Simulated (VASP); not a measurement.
# ZnO (P6_3mc) in VASP: a series of runs

The runs below take ZnO through relaxation of cell and atoms, with PBE.

All numbers are computed with VASP 6.6.1; they aren't measurements. Logs are shortened: lines on timing, memory, paths and dates and some standing lists are left out, and cuts for length are marked.

**1. Starting point**

The structure is hexagonal, space group P6_3mc (No. 186). The conventional cell has a = 3.249 Å, b = 3.249 Å, c = 5.206 Å, α = 90.00°, β = 90.00°, γ = 120.00°. Zn (site symmetry 3m) has 4 O at 1.97 to 1.98 Å as nearest neighbours. O (site symmetry 3m) is surrounded by 4 Zn at 1.97 to 1.98 Å.

**2. Relaxation of cell and atoms, PBE**

The input, INCAR:

```
SYSTEM = ZnO
PREC = Accurate ; ENCUT = 520
EDIFF = 1E-7 ; ISMEAR = 0
SIGMA = 0.02 ; LREAL = .False.
LASPH = .True. ; NELM = 80
ALGO = Normal ; ISIF = 3
LWAVE = .False. ; LCHARG = .False.
GGA = PE ; IBRION = 2
NSW = 80 ; EDIFFG = -0.002
KPAR = 4
```

The input, KPOINTS:

```
Automatic mesh
0
Gamma
  6 6 4
  0 0 0
```

The input, POSCAR:

```
ZnO
1.0
    3.2493080000      0.0000000000      0.0000000000
   -1.6246540000      2.8139832700      0.0000000000
    0.0000000000      0.0000000000      5.2057090000
Zn O
2 2
Direct
    0.3333333300      0.6666666700      0.5000000000
    0.6666666700      0.3333333300      0.0000000000
    0.6666666700      0.3333333300      0.3790100000
    0.3333333300      0.6666666700      0.8790100000
```

Potentials or basis: VASP PAW PBE potentials, release 64 (Zn, O).

Command:

```
> cat potpaw_PBE.64/Zn/POTCAR potpaw_PBE.64/O/POTCAR > POTCAR
> mpirun -np 4 vasp_std > vasp.out
```

OUTCAR:

```text
SYSTEM = ZnO
   PREC = Accurate
   ENCUT = 520
   EDIFF = 1E-7
   ISMEAR = 0
   LREAL = .False.
   LASPH = .True.
   NELM = 80
   ISIF = 3
   GGA = PE
   IBRION = 2
   NSW = 80
   EDIFFG = -0.002

 ion  position               nearest neighbor table
   1  0.333  0.667  0.500-   4 1.97   3 1.98   3 1.98   3 1.98
   2  0.667  0.333  0.000-   3 1.97   4 1.98   4 1.98   4 1.98
   3  0.667  0.333  0.379-   2 1.97   1 1.98   1 1.98   1 1.98
   4  0.333  0.667  0.879-   1 1.97   2 1.98   2 1.98   2 1.98

  LATTYP: Found a hexagonal cell.
 ALAT       =     3.2493080000
 C/A-ratio  =     1.6020977390

  Lattice vectors:

 A1 = (   3.2493080000,   0.0000000000,   0.0000000000)
 A2 = (  -1.6246540000,   2.8139832700,   0.0000000000)
 A3 = (   0.0000000000,   0.0000000000,   5.2057090000)

Analysis of symmetry for initial positions (statically):
=====================================================================
 Subroutine PRICEL returns:
 Original cell was already a primitive cell.

 Routine SETGRP: Setting up the symmetry group for a
 hexagonal supercell.

 Subroutine GETGRP returns: Found 12 space group operations
 (whereof  6 operations were pure point group operations)
 out of a pool of 24 trial point group operations.

The static configuration has the point symmetry C_3v.
 The point group associated with its full space group is C_6v.

Analysis of symmetry for dynamics (positions and initial velocities):
=====================================================================
 Subroutine PRICEL returns:
 Original cell was already a primitive cell.

 Routine SETGRP: Setting up the symmetry group for a
 hexagonal supercell.

 Subroutine GETGRP returns: Found 12 space group operations
 (whereof  6 operations were pure point group operations)
 out of a pool of 24 trial point group operations.

The dynamic configuration has the point symmetry C_3v.
 The point group associated with its full space group is C_6v.

 Subroutine INISYM returns: Found 12 space group operations
 (whereof  6 operations are pure point group operations),
 and found     1 'primitive' translations

----------------------------------------------------------------------------------------

                                     Primitive cell

  volume of cell :      47.5984

  direct lattice vectors                    reciprocal lattice vectors
     3.249308000  0.000000000  0.000000000     0.307757836  0.177684070  0.000000000
    -1.624654000  2.813983270  0.000000000     0.000000000  0.355368140  0.000000000
     0.000000000  0.000000000  5.205709000     0.000000000  0.000000000  0.192096792

  length of vectors
     3.249308000  3.249307998  5.205709000     0.355368140  0.355368140  0.192096792

  position of ions in fractional coordinates (direct lattice)
     0.333333330  0.666666670  0.500000000
     0.666666670  0.333333330  0.000000000
     0.666666670  0.333333330  0.379010000
     0.333333330  0.666666670  0.879010000

  ion indices of the primitive-cell ions
   primitive index   ion index
                 1           1
                 2           2
                 3           3
                 4           4

----------------------------------------------------------------------------------------

 KPOINTS: Automatic mesh

Automatic generation of k-mesh.
 Grid dimensions read from file:
 generate k-points for:    6    6    4

 Generating k-lattice:

  Cartesian coordinates                     Fractional coordinates (reciprocal lattice)
     0.051292973  0.029614012  0.000000000     0.166666667  0.000000000  0.000000000
     0.000000000  0.059228023  0.000000000     0.000000000  0.166666667  0.000000000
     0.000000000  0.000000000  0.048024198     0.000000000  0.000000000  0.250000000

  Length of vectors
     0.059228023  0.059228023  0.048024198

  Shift w.r.t. Gamma in fractional coordinates (k-lattice)
     0.000000000  0.000000000  0.000000000

 Subroutine IBZKPT returns following result:
 ===========================================

 Found     21 irreducible k-points:

 Following reciprocal coordinates:
            Coordinates               Weight
  0.000000  0.000000  0.000000      1.000000
  0.166667  0.000000  0.000000      6.000000
  0.333333  0.000000  0.000000      6.000000
  0.500000  0.000000  0.000000      3.000000
  0.166667  0.166667  0.000000      6.000000
  0.333333  0.166667  0.000000     12.000000
[... 13 lines left out ...]
  0.333333  0.166667  0.500000     12.000000
  0.333333  0.333333  0.500000      2.000000
   k-points           NKPTS =     21   k-points in BZ     NKDIM =     21   number of bands    NBANDS=     22
   number of dos      NEDOS =    301   number of ions     NIONS =      4
   total plane-waves  NPLWV =  23040
   dimension x,y,z NGX =    24 NGY =   24 NGZ =   40
   dimension x,y,z NGXF=    48 NGYF=   48 NGZF=   80
   ions per type =               2   2
   NGX,Y,Z   is equivalent  to a cutoff of  12.28, 12.28, 12.77 a.u.
   NGXF,Y,Z  is equivalent  to a cutoff of  24.56, 24.56, 25.55 a.u.
 SYSTEM =  ZnO
   PREC   = accura    normal or accurate (medium, high low for compatibility)
   ISTART =      0    job   : 0-new  1-cont  2-samecut
   ICHARG =      2    charge: 1-file 2-atom 10-const
   ISPIN  =      1    spin polarized calculation?
   LNONCOLLINEAR =      F non collinear calculations
   LSORBIT =      F    spin-orbit coupling
   LASPH  =      T    aspherical Exc in radial PAW
   ENCUT  =  520.0 eV  38.22 Ry    6.18 a.u.   6.04  6.04  9.68*2*pi/ulx,y,z
   NELM   =     80;   NELMIN=  2; NELMDL= -5     # of ELM steps
   EDIFF  = 0.1E-06   stopping-criterion for ELM
   LREAL  =      F    real-space projection
   EDIFFG = -.2E-02   stopping-criterion for IOM
   NSW    =     80    number of steps for IOM
   IBRION =      2    ionic relax: 0-MD 1-quasi-New 2-CG
   NFREE  =      1    steps in history (QN), initial steepest desc. (CG)
   ISIF   =      3    stress and relaxation
   ISYM   =      2    0-nonsym 1-usesym 2-fastsym
   POTIM  = 0.5000    time-step for ionic-motion
   TEBEG  =    0.0;   TEEND  =   0.0 temperature during run
   PSTRESS=    0.0 pullay stress
   NELECT =      36.0000    total number of electrons
   NUPDOWN=      -1.0000    fix difference up-down
   EMIN   =  10.00;   EMAX   =-10.00  energy-range for DOS
   EFERMI =   0.00;   METHOD = LEGACY
   ISMEAR =     0;   SIGMA  =   0.02  broadening in eV -4-tet -1-fermi 0-gaus
   EFERMI_NEDOS =   21; number of points for ismear=-14 and -15
   IALGO  =     38    algorithm
   IMIX   =      4    mixing-type and parameters
     AMIX     =   0.40;   BMIX     =  1.00
     AMIX_MAG =   1.60;   BMIX_MAG =  1.00
  volume/ion in A,a.u.               =      11.90        80.30
  Fermi-wavevector in a.u.,A,eV,Ry     =   1.491574  2.818667 30.270160  2.224794
  Thomas-Fermi vector in A             =   2.604212
   LORBIT       =      0    0 simple, 1 ext, 2 COOP (PROOUT), +10 PAW based schemes
   GGA     = PE    functional components
   LHFCALC =     F    Hartree Fock is set to
   AEXX    =    0.0000 exact exchange contribution
   IVDW    =     0    specifies the selected vdW correction
   LEPSILON=     F    determine dielectric tensor
   LRPA    =     F    only Hartree local field effects (RPA)
 conjugate gradient relaxation of ions
 non-spin polarized calculation
 Gauss-broadening in eV      SIGMA  =   0.02
  energy-cutoff  :      520.00
  volume of cell :       47.60
 maximum number of plane-waves:      1302
   NGX = 13   NGY = 13   NGZ = 19

--------------------------------------- Ionic step        1  -------------------------------------------

 number of electron      36.0000017 magnetization

 Free energy of the ion-electron system (eV)
  ---------------------------------------------------
  ext. energy  EPLUGINS =         0.00000000
  ---------------------------------------------------
  free energy    TOTEN  =       -17.82012167 eV

  energy without entropy =      -17.82012167  energy(sigma->0) =      -17.82012167

------------------------ aborting loop because EDIFF is reached ----------------------------------------

  FORCE on cell =-STRESS in cart. coord.  units (eV):
  Direction    XX          YY          ZZ          XY          YZ          ZX
  --------------------------------------------------------------------------------------
  -------------------------------------------------------------------------------------
  Total        1.6097031      1.6097031      2.1258135      0.0000000     -0.0000000      0.0000000
  in kB       54.1831284     54.1831283     71.5555733      0.0000000     -0.0000000      0.0000000
  external PRESSURE =      59.9739434 kB  Pullay stress =       0.0000000 kB
[... 95 lines left out ...]
  FREE ENERGIE OF THE ION-ELECTRON SYSTEM (eV)
  ---------------------------------------------------
  free  energy   TOTEN  =       -17.8575657614 eV

  energy  without entropy=      -17.8575657614  energy(sigma->0) =      -17.85756576

[... ionic steps 4 to 8 ...]

--------------------------------------- Ionic step        9  -------------------------------------------

 number of electron      36.0000037 magnetization

------------------------ aborting loop because EDIFF is reached ----------------------------------------

  FORCE on cell =-STRESS in cart. coord.  units (eV):
  Direction    XX          YY          ZZ          XY          YZ          ZX
  --------------------------------------------------------------------------------------
  -------------------------------------------------------------------------------------
  Total       -0.0083549     -0.0083549     -0.0009463      0.0000000     -0.0000000      0.0000000
  in kB       -0.2697727     -0.2697727     -0.0305563      0.0000000     -0.0000000      0.0000000
  external PRESSURE =      -0.1900339 kB  Pullay stress =       0.0000000 kB
[... 61 lines left out ...]
  energy  without entropy=      -17.8576855523  energy(sigma->0) =      -17.85768555

--------------------------------------- Ionic step       11  -------------------------------------------

 number of electron      36.0000037 magnetization

 Free energy of the ion-electron system (eV)
  ---------------------------------------------------
  ext. energy  EPLUGINS =         0.00000000
  ---------------------------------------------------
  free energy    TOTEN  =       -17.85768593 eV

  energy without entropy =      -17.85768593  energy(sigma->0) =      -17.85768593

 E-fermi :   0.9974     XC(G=0): -10.6911

 val. band max:        0.8419658289   @ k =   0.0000   0.0000   0.0000
 cond. band min:       1.5595200928   @ k =   0.0000   0.0000   0.0000
 fundamental gap:      0.7175542639
 Fermi energy:         0.9973659429

 k-point     1 :       0.0000    0.0000    0.0000
  band No.  band energies     occupation
      1     -16.9267      2.00000
      2     -16.2682      2.00000
      3      -4.6678      2.00000
      4      -4.6678      2.00000
      5      -4.6290      2.00000
      6      -4.4937      2.00000
[... 545 lines left out ...]
  FREE ENERGIE OF THE ION-ELECTRON SYSTEM (eV)
  ---------------------------------------------------
  free  energy   TOTEN  =       -17.8576859258 eV

  energy  without entropy=      -17.8576859258  energy(sigma->0) =      -17.85768593

 reached required accuracy - stopping structural energy minimisation
```

It took 48 s on 4 MPI ranks of Intel Xeon Platinum 8259CL at 2.50GHz (Skylake/Cascade Lake), shared host; peak memory 0.17 GiB.

What came out:

```yaml
Free_energy: -17.8577 eV
Relaxed_volume: 12.40 Å³/atom
Relaxed_cell: a = 3.287 Å, b = 3.287 Å, c = 5.303 Å, α = 90.00°, β = 90.00°, γ = 120.00°
Space_group_after_relaxing_to_0.05_Å: P6_3mc (No. 186)
Energy_gained_by_relaxing: 9.4 meV/atom
Ionic_steps: 11
Pressure_after_relaxing: 0.0 GPa
Band_gap_on_the_k_mesh: 0.72 eV, direct
```

Step by step:
```
step  energy change (eV)  largest force (eV/Å)  pressure (GPa)  volume (Å³)
   1              0.0000                0.0740            6.00        47.60
   2             -0.0277                0.0267           -2.74        50.73
   3             -0.0374                0.0001            0.01        49.63
   4             -0.0374                0.0012           -0.12        49.67
   5             -0.0375                0.0094            0.05        49.61
   6             -0.0375                0.0098            0.05        49.60
   7             -0.0375                0.0089            0.01        49.62
   8             -0.0376                0.0072           -0.05        49.64
   9             -0.0376                0.0008           -0.02        49.62
  10             -0.0376                0.0016            0.04        49.62
  11             -0.0376                0.0009            0.00        49.62
```

Final structure:
```
Zn O
1.0
     3.28685    0.00000    0.00000
    -1.64342    2.84649    0.00000
     0.00000    0.00000    5.30345
Zn O
2 2
Cartesian
  0.0000 1.8977 2.6514
  1.6434 0.9488 5.3032
  1.6434 0.9488 2.0103
  0.0000 1.8977 4.6621
```

As with any semilocal functional, this PBE gap is likely too small. PBE usually gives volumes a little too large and moduli too small.

**3. Relaxation of cell and atoms, PBE**

This run uses another cell than the first one, of 12.40 Å³/atom, 1.042 times its volume.

INCAR is that of step 2.

KPOINTS is that of step 2.

The input, POSCAR:

```
ZnO                                     
1.0
    3.2868491193      0.0000000000      0.0000000000
   -1.6434245596      2.8464948329     -0.0000000000
    0.0000000000      0.0000000000      5.3034499026
  Zn              O             
     2     2
Direct
     0.3333333300000021    0.6666666699999979    0.4999472815960534
     0.6666666699999979    0.3333333300000021    0.9999472815960535
     0.6666666699999979    0.3333333300000021    0.3790627184039475
     0.3333333300000021    0.6666666699999979    0.8790627184039475
```

Potentials or basis: VASP PAW PBE potentials, release 64 (Zn, O).

Command:

```
> cat potpaw_PBE.64/Zn/POTCAR potpaw_PBE.64/O/POTCAR > POTCAR
> mpirun -np 4 vasp_std > vasp.out
```

Run time: 17 s. Hardware: 4 MPI ranks of Intel Xeon Platinum 8259CL at 2.50GHz (Skylake/Cascade Lake), shared host; peak memory 0.16 GiB.

It converged, with:

```yaml
Free_energy: -17.8598 eV
Relaxed_volume: 12.41 Å³/atom
Relaxed_cell: a = 3.287 Å, b = 3.287 Å, c = 5.304 Å, α = 90.00°, β = 90.00°, γ = 120.00°
Space_group_after_relaxing_to_0.05_Å: P6_3mc (No. 186)
Energy_gained_by_relaxing: 0.0 meV/atom
Ionic_steps: 3
Pressure_after_relaxing: 0.0 GPa
Band_gap_on_the_k_mesh: 0.72 eV, direct
```

Final structure:
```
Zn O
1.0
     3.28724    0.00000    0.00000
    -1.64362    2.84683    0.00000
     0.00000    0.00000    5.30440
Zn O
2 2
Direct
  0.33333 0.66667 0.49994
  0.66667 0.33333 0.99994
  0.66667 0.33333 0.37907
  0.33333 0.66667 0.87907
```

Levels at points of the mesh, in eV from the valence-band top:
| k point | band 16 | band 17 | band 18 | band 19 | band 20 | band 21 |
| --- | --- | --- | --- | --- | --- | --- |
| (0.00, 0.00, 0.00) | -0.08 | 0.00 | 0.00 | 0.72 | 5.07 | 8.05 |
| (0.50, 0.00, 0.00) | -2.12 | -1.22 | -0.79 | 5.59 | 6.81 | 7.52 |
| (0.00, 0.00, 0.50) | -0.37 | -0.37 | -0.37 | 3.34 | 3.34 | 9.89 |
| (0.50, 0.00, 0.50) | -1.42 | -1.30 | -1.30 | 5.62 | 5.62 | 8.19 |
